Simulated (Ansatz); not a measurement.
**H started in the widest void in corundum Al2O3, 121 atoms, charge 0**

All numbers come from Ansatz (PAW, plane waves, no spin–orbit coupling) at the single k point (¼, ¼, ¼) without its symmetry partners. The atoms were relaxed with PBEsol in a fixed cell; other functionals are single points on those atoms unless said otherwise. The valence top and gap of the host come from its small cell on a dense mesh, with the band extrema sought between the mesh points, lined up by the mean potential, PBEsol gap 6.03 eV, HSE06 (atoms relaxed with HSE06) gap 7.99 eV.

Relaxed structure:

```
Al O H
1.0
     9.54786    0.00000    0.00000
    -4.77393    8.26869    0.00000
     0.00000    0.00000   13.01358
Al O H
48 72 1
Direct
  0.33327 0.16625 0.18541
  0.33308 0.66608 0.18541
  0.83315 0.16620 0.18512
  0.83311 0.66628 0.18540
  0.16647 0.33288 0.01872
  0.16647 0.83286 0.01881
  0.66645 0.33283 0.01873
  0.66651 0.83286 0.01872
  0.16575 0.33288 0.31395
  0.16647 0.83289 0.31454
  0.66647 0.33218 0.31395
  0.66718 0.83361 0.31395
  0.16477 0.33231 0.51849
  0.16648 0.83287 0.51876
  0.66705 0.33172 0.51849
  0.66763 0.83458 0.51850
  0.00003 0.99979 0.35195
  0.99954 0.49948 0.35194
  0.49985 0.99930 0.35195
  0.49981 0.49953 0.35223
  0.99988 0.99955 0.14775
  0.99978 0.49963 0.14774
  0.49970 0.99945 0.14775
  0.49979 0.49955 0.14798
  0.99958 0.99929 0.64808
  0.00006 0.49959 0.64808
  0.49976 0.99977 0.64808
  0.49980 0.49955 0.64780
  0.99973 0.99953 0.85228
  0.99983 0.49945 0.85228
  0.49990 0.99963 0.85228
  0.49982 0.49953 0.85205
  0.33243 0.16547 0.68607
  0.33314 0.66690 0.68607
  0.83314 0.16619 0.68549
  0.83385 0.66619 0.68607
  0.33197 0.16450 0.48154
  0.33256 0.66736 0.48153
  0.83313 0.16621 0.48127
  0.83483 0.66677 0.48153
  0.33311 0.16622 0.98130
  0.33316 0.66625 0.98130
  0.83314 0.16622 0.98122
  0.83314 0.66620 0.98130
  0.16650 0.33280 0.81462
  0.16646 0.83288 0.81491
  0.66653 0.33300 0.81462
  0.66633 0.83283 0.81462
  0.15299 0.99978 0.25005
  0.15193 0.49944 0.24945
  0.65282 0.99956 0.24978
  0.65262 0.49937 0.25001
  0.33305 0.01326 0.08330
  0.33313 0.51328 0.08337
  0.83319 0.01335 0.08323
  0.83305 0.51328 0.08334
  0.99980 0.15254 0.24975
  0.99959 0.65251 0.25001
  0.49993 0.15178 0.24941
  0.50000 0.65255 0.24997
  0.34678 0.34670 0.24999
  0.34681 0.84632 0.25003
  0.84678 0.34650 0.24976
  0.84754 0.84738 0.24943
  0.18030 0.16627 0.08331
  0.18027 0.66627 0.08327
  0.68022 0.16613 0.08319
  0.68022 0.66619 0.08333
  0.17955 0.01217 0.58349
  0.18064 0.51356 0.58338
  0.68023 0.01388 0.58339
  0.68461 0.51230 0.58556
  0.16660 0.18040 0.41667
  0.16587 0.68000 0.41667
  0.66690 0.17931 0.41655
  0.67186 0.68440 0.41447
  0.01247 0.33243 0.41652
  0.01419 0.83344 0.41663
  0.51261 0.32749 0.41446
  0.51385 0.83271 0.41663
  0.01350 0.17997 0.91675
  0.01359 0.67993 0.91682
  0.51352 0.18000 0.91671
  0.51353 0.67992 0.91668
  0.00002 0.34657 0.75002
  0.99981 0.84653 0.75028
  0.49961 0.34653 0.75005
  0.49968 0.84729 0.75062
  0.48608 0.31916 0.08335
  0.48609 0.81908 0.08332
  0.98602 0.31915 0.08321
  0.98611 0.81911 0.08328
  0.48576 0.16636 0.58339
  0.48700 0.67159 0.58557
  0.98542 0.16564 0.58340
  0.98713 0.66665 0.58351
  0.32775 0.31467 0.58555
  0.33270 0.81977 0.58347
  0.83374 0.31908 0.58336
  0.83301 0.81868 0.58336
  0.31499 0.48678 0.41446
  0.31938 0.98520 0.41664
  0.81897 0.48551 0.41665
  0.82006 0.98691 0.41653
  0.31939 0.33289 0.91670
  0.31939 0.83295 0.91684
  0.81934 0.33281 0.91676
  0.81931 0.83281 0.91672
  0.34679 0.99951 0.75025
  0.34699 0.49971 0.75002
  0.84661 0.99930 0.74998
  0.84767 0.49964 0.75058
  0.15207 0.15170 0.75060
  0.15283 0.65258 0.75026
  0.65279 0.15276 0.75000
  0.65283 0.65238 0.75003
  0.16656 0.48579 0.91669
  0.16642 0.98573 0.91680
  0.66648 0.48579 0.91666
  0.66656 0.98582 0.91673
  0.49979 0.49953 0.50001
```

Chemical potentials μ are those of reference phases of the elements at zero temperature by the same functional (the usual solids, diamond for C, grey Sn, and the molecules H2, N2, O2, F2, Cl2, Br2 and S8).

```csv
functional,E(defect) − E(host) − Σ nμ + q·E_VBM (eV),monopole (eV),alignment (eV),formation energy at E_F = VBM (eV),moment (μB),"wall time, shared host"
PBEsol,3.40,0.00,0.00,3.40,1.0,13 s on NVIDIA GB300 (relaxation)
HSE06 (atoms relaxed with HSE06),3.72,0.00,0.00,3.72,1.0,110 s on NVIDIA GB300 (relaxation)
```

HSE06 (atoms relaxed with HSE06) one-electron levels near the gap (the ten most localised at most), from the host's valence top:

| level (eV) | spin | filling | atoms sharing it | element of the atom with most weight |
| --- | --- | --- | --- | --- |
| -0.26 | up | 1.00 | 72.2 | spread |
| -0.25 | up | 1.00 | 63.8 | spread |
| -0.24 | down | 1.00 | 71.8 | spread |
| -0.24 | up | 1.00 | 73.0 | spread |
| -0.18 | up | 1.00 | 74.6 | spread |
| -0.17 | up | 1.00 | 72.1 | spread |
| -0.17 | down | 1.00 | 74.6 | spread |
| -0.15 | up | 1.00 | 73.3 | spread |
| 2.66 | up | 1.00 | 3.9 | H |
| 6.76 | down | 0.00 | 3.2 | H |

All elements are taken at their own reference at once; growth conditions in equilibrium with the host shift these energies, by up to the host's formation enthalpy.

One k point and a cell of this size can leave errors of several tenths of an eV in such numbers.

Neutral hydrogen stays in the void as a nearly free atom. It forms no hydroxyl group, since the surrounding oxygens lie much farther away than an O–H bond length and have moved slightly outward. The moment of 1.0 μB and the two compact, hydrogen-centred HSE06 levels, filled at 2.66 eV and empty at 6.76 eV, point to a singly occupied 1s orbital. Their wide separation reflects the exchange and Coulomb cost of placing a second electron in so small an orbital. The wide gap keeps both levels clear of the bands, so the electron is neither released to the conduction band nor paired by a valence electron.

The positive formation energy is largely the price of breaking the H2 bond, which the closed-shell oxide does not repay; Pauli repulsion from the neighbouring oxygen ions probably adds to it. With only the neutral charge state computed, the results don't show whether this atom would be unstable against disproportionation into an oxygen-bound proton and a hydride ion, the amphoteric behaviour common for hydrogen in wide-gap oxides.
